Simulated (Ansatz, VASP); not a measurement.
**InP in VASP and in Ansatz**

INCAR

```
SYSTEM = InP
PREC = Accurate ; ENCUT = 520
EDIFF = 1E-6 ; ISMEAR = 0
SIGMA = 0.1 ; LREAL = .FALSE.
LASPH = .TRUE. ; NELM = 100
ALGO = Normal ; ISIF = 2
LWAVE = .FALSE. ; LCHARG = .TRUE.
GGA = PE ; LELF = .TRUE.
LVHAR = .TRUE. ; NBANDS = 16
```

KPOINTS

```
Automatic mesh
0
G
  6 6 6
  0 0 0
```

POSCAR

```
InP
1.0
    0.0000000000      2.9519763000      2.9519763000
    2.9519763000      0.0000000000      2.9519763000
    2.9519763000      2.9519763000      0.0000000000
In P
1 1
Direct
    0.0000000000      0.0000000000      0.0000000000
    0.2500000000      0.2500000000      0.2500000000
```

Input for Ansatz:

```yaml
crystal:
  lattice:
    - [0.0, 2.9519763, 2.9519763]
    - [2.9519763, 0.0, 2.9519763]
    - [2.9519763, 2.9519763, 0.0]
  atoms:
    - { symbol: In, position: [0.0, 0.0, 0.0] }
    - { symbol: P, position: [0.25, 0.25, 0.25] }
basis:
  ecutwfc: 420
kpoints:
  mp_grid: { grid: [6, 6, 6] }
hamiltonian:
  xc: pbe
scf:
  occupations: { method: gaussian, width: 0.1 }
  lower_state_search: "off"
output:
  forces: true
  stress: true
  eigenvalues: true
```

Alike in both runs: task single point; functional PBE; k mesh 6 × 6 × 6; occupations gaussian, width 0.1 eV; no spin polarisation.

|  | VASP | Ansatz |
| --- | --- | --- |
| version | VASP 6.6.1 | Ansatz 0.2.0 |
| potentials or method | VASP PAW PBE potentials, release 64 (In_d, P) | scalar-relativistic, plane waves, PAW |
| plane-wave cutoff (eV) | 520 | 420 |
| valence electrons in the cell | 18 | 18 |

Ansatz gave:

| Quantity | Value |
| --- | --- |
| gap on the k mesh at the Fermi level (eV) | 0.59 |
| least direct gap on the mesh (eV) | 0.59 |
| pressure (GPa) | 1.8 |

**Question.** What did VASP give for the same quantities?

**Answer.** gap on the k mesh at the Fermi level (eV): 0.59; least direct gap on the mesh (eV): 0.59; pressure (GPa): 1.7.

Caveats: spin-orbit coupling is left out, which moves the levels of the heavy elements. PBE gaps usually lie below the measured ones, often by a third to a half.
